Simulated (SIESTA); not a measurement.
Runs of SIESTA 5.4.2 on BaTiO3 (Barioperovskite). It takes space group Amm2 (No. 38, orthorhombic). The conventional cell has a = 3.986 Å, b = 5.674 Å, c = 5.690 Å, α = 90.00°, β = 90.00°, γ = 90.00°. Ba (site symmetry mm2) is surrounded by 12 O at 2.77 to 2.92 Å. Ti (site symmetry mm2) is surrounded by 6 O at 1.93 to 2.09 Å. O (site symmetry m) is surrounded by 2 Ti at 1.93 to 2.09 Å. Around O (site symmetry mm2) lie 2 Ti at 2.00 Å. 

```tsv
task	level	potentials or basis	k mesh	gap on the mesh (eV)	pressure (GPa)	V0 of scaled cells (Å³/atom)	B0 (GPa)	largest force (eV/Å)
band structure	LDA	PseudoDojo 0.4 standard (LDA files), DZP (energy shift 0.003 Ry; two zetas on semicore shells; d shell added on Ba)	7 × 7 × 7	1.80	-6.4	-	-	0.28
single point	PBEsol	PseudoDojo 0.4 standard (PBEsol files), DZP (energy shift 0.003 Ry; two zetas on semicore shells; d shell added on Ba)	7 × 7 × 7	1.83	-1.8	-	-	(b)
equation of state	PBEsol	PseudoDojo 0.4 standard (PBEsol files), DZP (energy shift 0.003 Ry; two zetas on semicore shells; d shell added on Ba)	7 × 7 × 7	-	-	12.74	(a)	-
equation of state	LDA	PseudoDojo 0.4 standard (LDA files), DZP (energy shift 0.003 Ry; two zetas on semicore shells; d shell added on Ba)	5 × 5 × 5	-	-	(c)	193	-
```

Alike in all rows: no spin polarisation; cell as given; smearing fermi-dirac 0.05 eV; grid cutoff 800 Ry; energy shift 0.003 Ry.

Question: Fill in the values left out.

Answer: (a) 178; (b) 0.26; (c) 12.41.

Caveats: this set's barium file shifts pressures by up to 1 GPa against other sets; the basis of atomic orbitals isn't converged, which shifts pressures, moduli and gaps; spin-orbit coupling is left out, which moves the levels of the heavy elements (some runs); the cell was scaled at fixed shape and fractional positions, which overstates the stiffness of a crystal with free parameters, most of all of layers and chains (some runs); an odd mesh through Γ misses points on the zone boundary, where band edges often lie (some runs).

A k mesh can miss the band edges, and the runs leave out spin-orbit coupling on Ba.
